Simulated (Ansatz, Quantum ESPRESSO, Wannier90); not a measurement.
# straight K chain, spacing 4.10 Å: Wannier functions and conductance, part 2 of 5

Aim: a Wannier model and the conductance steps that follow from it, for this wire: straight K chain, spacing 4.10 Å.

Quantum ESPRESSO 7.5 and Wannier90 3.1.0; plane-wave DFT, PBE, GBRV ultrasoft pseudopotentials; cross-check by Ansatz 0.2.0 with PAW datasets.

So far. Step 2 (SCF with pw.x): The run needed 13 iterations to bring the estimated error under 1e-07 Ry.

## Step 4: Neighbour list from wannier90 -pp

Level of this step: maximally localised Wannier functions and ballistic conductance; plane-wave DFT, PBE, GBRV ultrasoft pseudopotentials (Wannier90).

The .win file sets projections and windows: states in the frozen window are kept exactly, the outer window gives room to disentangle.

wan.win

```
num_wann = 1
num_bands = 11
num_iter = 200
num_print_cycles = 20
conv_tol = 1e-8
conv_window = 5
guiding_centres = true
dis_num_iter = 1500
dis_conv_tol = 1e-8
dis_win_min = -12.4585
dis_win_max = 7.5415
dis_froz_max = 0.0415
search_shells = 120
fermi_energy = -1.4585

transport = true
transport_mode = bulk
one_dim_axis = z
dist_cutoff = 16.3
dist_cutoff_mode = one_dim
tran_win_min = -4.0
tran_win_max = 2.0
tran_energy_step = 0.02

bands_plot = true
bands_num_points = 96
begin kpoint_path
G 0.0 0.0 0.0 Z 0.0 0.0 0.5
end kpoint_path

begin projections
K:s
end projections

begin unit_cell_cart
ang
  8.0000000000 0.0000000000 0.0000000000
  0.0000000000 8.0000000000 0.0000000000
  0.0000000000 0.0000000000 4.1000000000
end unit_cell_cart

begin atoms_frac
  K  0.0000000000 0.0000000000 0.0000000000
end atoms_frac

mp_grid = 1 1 8
begin kpoints
  0.0 0.0 0.0000000000
  0.0 0.0 0.1250000000
  0.0 0.0 0.2500000000
  0.0 0.0 0.3750000000
  0.0 0.0 0.5000000000
  0.0 0.0 0.6250000000
  0.0 0.0 0.7500000000
  0.0 0.0 0.8750000000
end kpoints
```

On the command line:

```
OMP_NUM_THREADS=1 wannier90.x -pp wan > wan.pp.log
```

What it wrote:

```text
+---------------------------------------------------+
             |                                                   |
             |                   WANNIER90                       |
             |                                                   |
             +---------------------------------------------------+
             |                                                   |
             |        Welcome to the Maximally-Localized         |
             |        Generalized Wannier Functions code         |
             |                             |
             |                                                   |
             |                                                   |
             |  Wannier90 Developer Group:                       |
             |    Giovanni Pizzi    (EPFL)                       |
             |    Valerio Vitale    (Cambridge)                  |
             |    David Vanderbilt  (Rutgers University)         |
             |    Nicola Marzari    (EPFL)                       |
             |    Ivo Souza         (Universidad del Pais Vasco) |
             |    Arash A. Mostofi  (Imperial College London)    |
             |    Jonathan R. Yates (University of Oxford)       |
             |                                                   |
             |  For the full list of Wannier90 3.x authors,      |
             |  please check the code documentation and the      |
             |  README on the GitHub page of the code            |
             |                                                   |
             |                                                   |
             |  Please cite                                      |
             |                                                   |
             |  [ref] "Wannier90 as a community code:            |
             |        new features and applications",            |
             |        G. Pizzi et al., J. Phys. Cond. Matt. 32,  |
             |        165902 (2020).                             |
             |            |
             |                                                   |
             |  in any publications arising from the use of      |
             |  this code. For the method please cite            |
             |                                                   |
             |  [ref] "Maximally Localized Generalised Wannier   |
             |         Functions for Composite Energy Bands"     |
             |         N. Marzari and D. Vanderbilt              |
             |         Phys. Rev. B 56 12847 (1997)              |
             |                                                   |
             |  [ref] "Maximally Localized Wannier Functions     |
             |         for Entangled Energy Bands"               |
             |         I. Souza, N. Marzari and D. Vanderbilt    |
             |         Phys. Rev. B 65 035109 (2001)             |
             |                                                   |
             |                                                   |
             | Copyright (c) 1996-2020                           |
             |        The Wannier90 Developer Group and          |
             |        individual contributors                    |
             |                                                   |
             |      Release: 3.1.0        5th March    2020      |
             |                                                   |
             | This program is free software; you can            |
             | redistribute it and/or modify it under the terms  |
             | of the GNU General Public License as published by |
             | the Free Software Foundation; either version 2 of |
             | the License, or (at your option) any later version|
             |                                                   |
             | This program is distributed in the hope that it   |
             | will be useful, but WITHOUT ANY WARRANTY; without |
             | even the implied warranty of MERCHANTABILITY or   |
             | FITNESS FOR A PARTICULAR PURPOSE. See the GNU     |
             | General Public License for more details.          |
             |                                                   |
             | You should have received a copy of the GNU General|
             | Public License along with this program; if not,   |
             | write to the Free Software Foundation, Inc.,      |
             | 675 Mass Ave, Cambridge, MA 02139, USA.           |
             |                                                   |
             +---------------------------------------------------+
[date or host left out]
             +---------------------------------------------------+

 ******************************************************************************
 * -> Using CODATA 2006 constant values                                       *
 *    (                      *
 * -> Using Bohr value from CODATA                                            *
 ******************************************************************************

 Running in serial (with parallel executable)

                                    ------
                                    SYSTEM
                                    ------

                              Lattice Vectors (Ang)
                    a_1     8.000000   0.000000   0.000000
                    a_2     0.000000   8.000000   0.000000
                    a_3     0.000000   0.000000   4.100000

                   Unit Cell Volume:     262.40000  (Ang^3)

                        Reciprocal-Space Vectors (Ang^-1)
                    b_1     0.785398   0.000000   0.000000
                    b_2     0.000000   0.785398   0.000000
                    b_3     0.000000   0.000000   1.532484

 *----------------------------------------------------------------------------*
 |   Site       Fractional Coordinate          Cartesian Coordinate (Ang)     |
 +----------------------------------------------------------------------------+
 | K    1   0.00000   0.00000   0.00000   |    0.00000   0.00000   0.00000    |
 *----------------------------------------------------------------------------*
                                ------------
                                K-POINT GRID
                                ------------

             Grid size =  1 x  1 x  8      Total points =    8

 *---------------------------------- MAIN ------------------------------------*
 |  Number of Wannier Functions               :                 1             |
 |  Number of Objective Wannier Functions     :                 1             |
[...]
|  Write on-site energies <0n|H|0n> to file  :                 F             |
 |  Use guiding centre to control phases      :                 T             |
 |  Use phases for initial projections        :                 F             |
 |  Iterations before starting guiding centres:                 0             |
 |  Iterations between using guiding centres  :                 1             |
 *----------------------------------------------------------------------------*
 *------------------------------- DISENTANGLE --------------------------------*
 |  Using band disentanglement                :                 T             |
 |  Total number of iterations                :              1500             |
 |  Mixing ratio                              :             0.500             |
 |  Convergence tolerence                     :         1.000E-08             |
 |  Convergence window                        :                 3             |
 *----------------------------------------------------------------------------*
 *-------------------------------- PLOTTING ----------------------------------*
 |  Plotting interpolated bandstructure       :                 T             |
 |   Number of K-path sections                :                 1             |
 |   Divisions along first K-path section     :                96             |
 |   Output format                            :           gnuplot             |
 |   Output mode                              :               s-k             |
 *----------------------------------------------------------------------------*
 |   K-space path sections:                                                   |
 |    From: G       0.000  0.000  0.000     To: Z       0.000  0.000  0.500   |
 *----------------------------------------------------------------------------*
 *------------------------------- TRANSPORT ----------------------------------*
 |  Transport mode                            :              bulk             |
 |   Hamiltonian from external files          :                 F             |
 |   System extended in                       :                 z             |
 |   Centre of the unit cell to which WF are translated (fract. coords):      |
 |                                       0.000000,    0.000000,    0.000000   |
 |  Fermi energy (eV)                         :            -1.458             |
 *----------------------------------------------------------------------------*
 Time to read parameters        0.003 (sec)

 *---------------------------------- K-MESH ----------------------------------*
 +----------------------------------------------------------------------------+
 |                    Distance to Nearest-Neighbour Shells                    |
 |                    ------------------------------------                    |
 |          Shell             Distance (Ang^-1)          Multiplicity         |
 |          -----             -----------------          ------------         |
 |             1                   0.191561                      2            |
 |             2                   0.383121                      2            |
 |             3                   0.574682                      2            |
 |             4                   0.766242                      2            |
 |             5                   0.785398                      4            |
 |             6                   0.808422                      8            |
 |             7                   0.873860                      8            |
 |             8                   0.957803                      2            |
 |             9                   0.973195                      8            |
 |            10                   1.097259                      8            |
 |            11                   1.110721                      4            |
 |            12                   1.127118                      8            |
 |            13                   1.149363                      2            |
 |            14                   1.174939                      8            |
 |            15                   1.238643                      8            |
 |            16                   1.250584                      8            |
[...]
|           113                   3.056156                     16            |
 |           114                   3.061854                      8            |
 |           115                   3.064968                      2            |
 |           116                   3.080613                      8            |
 |           117                   3.108007                      8            |
 |           118                   3.133230                     16            |
 |           119                   3.136566                     16            |
 |           120                   3.141593                      4            |
 +----------------------------------------------------------------------------+
 | The b-vectors are chosen automatically                                     |
 | The following shells are used:   1,  5                                     |
 +----------------------------------------------------------------------------+
 |                        Shell   # Nearest-Neighbours                        |
 |                        -----   --------------------                        |
 |                          1               2                                 |
 |                          5               4                                 |
 +----------------------------------------------------------------------------+
 | Completeness relation is fully satisfied [Eq. (B1), PRB 56, 12847 (1997)]  |
 +----------------------------------------------------------------------------+
 |                  b_k Vectors (Ang^-1) and Weights (Ang^2)                  |
 |                  ----------------------------------------                  |
 |            No.         b_k(x)      b_k(y)      b_k(z)        w_b           |
 |            ---        --------------------------------     --------        |
 |             1         0.000000    0.000000    0.191561    13.625673        |
 |             2         0.000000    0.000000   -0.191561    13.625673        |
 |             3         0.785398    0.000000    0.000000     0.810569        |
 |             4         0.000000    0.785398    0.000000     0.810569        |
 |             5         0.000000   -0.785398    0.000000     0.810569        |
 |             6        -0.785398    0.000000    0.000000     0.810569        |
 +----------------------------------------------------------------------------+
 |                           b_k Directions (Ang^-1)                          |
 |                           -----------------------                          |
 |            No.           x           y           z                         |
 |            ---        --------------------------------                     |
 |             1         0.000000    0.000000    0.191561                     |
 |             2         0.785398    0.000000    0.000000                     |
 |             3         0.000000    0.785398    0.000000                     |
 +----------------------------------------------------------------------------+

 Time to get kmesh              0.010 (sec)
 *============================================================================*
 |                              MEMORY ESTIMATE                               |
 |         Maximum RAM allocated during each phase of the calculation         |
 *============================================================================*
 |                        Disentanglement            0.13 Mb                  |
 |                            Wannierise:            0.01 Mb                  |
 |                          plot_wannier:            0.01 Mb                  |
 *----------------------------------------------------------------------------*

 Starting a new Wannier90 calculation ...

 Time to write kmesh            0.014 (sec)

 Exiting... wan.nnkp written.
```

The job ended after 0.45 s (1 MPI rank of Arm Neoverse V1, shared host; peak memory 0.09 GiB).

## Step 5: Overlaps and projections

pw2wannier90.x computes the overlaps between neighbouring k-points and the projections.

wan.p2w.in

```
&inputpp
  prefix = 'nscf'
  outdir = './out'
  seedname = 'wan'
  write_mmn = .true.
  write_amn = .true.
  write_unk = .false.
/
```

On the command line:

```
OMP_NUM_THREADS=1 mpirun -n 2 pw2wannier90.x -in wan.p2w.in > wan.p2w.out
```

What it wrote:

```text
[banner, memory and clock lines left out]
Program PW2WANNIER v.7.5 starts

          URL

     Reading nscf_save data

     ./out/nscf.save/

     IMPORTANT: XC functional enforced from input :
     Exchange-correlation= PBE
                           (   1   4   3   4   0   0   0)
     Any further DFT definition will be discarded
     Please, verify this is what you really want

     Reading collected, re-writing distributed wavefunctions

      Spin CASE ( default = unpolarized )

  Wannier mode is: standalone

  -----------------
  *** Reading nnkp
  -----------------

  Checking info from wannier.nnkp file

  - Real lattice is ok
  - Reciprocal lattice is ok
  - K-points are ok
  - Number of wannier functions is ok (  1)
  - All guiding functions are given

  Projections:
    0.000000    0.000000    0.000000  0  1  1    1.000000

  Reading data about k-point neighbours

  All neighbours are found

  Opening pp-files

  *** Compute  A projections

  Number of local k points =        8
       1       2       3       4       5       6       7       8
  AMN calculated

  ---------------
  *** Compute  M
  ---------------

  Number of local k points =        8
       1       2       3       4       5       6       7       8
  MMN calculated

  *** Orbital terms are not computed

  *** SHC terms are not computed

  ----------------
  *** Write bands
  ----------------

  *** Plot info is not printed

  *** Parity info is not printed

  ------------
  *** Stop pp
  ------------

     Internal routines:
```

It took 1.6 s on 2 MPI ranks; peak memory 0.13 GiB; 3.1 s of CPU time.

(Continued in part 3 of 5.)

[Logs are printed without paths, hosts, clocks, repeated set-up lines and the standing remarks that a program may print on its own settings, such as how far it seeks lower states.]

[Hosts, paths, dates, database ids (printed as entryN), source tags and the programs' standing remarks are cut or masked in the printed files.]

[Maps of the electrostatic potential energy from Ansatz leave out the sawtooth potential of an applied field or a dipole correction, so their vacuum need not be flat; planar profiles and work functions include it.]
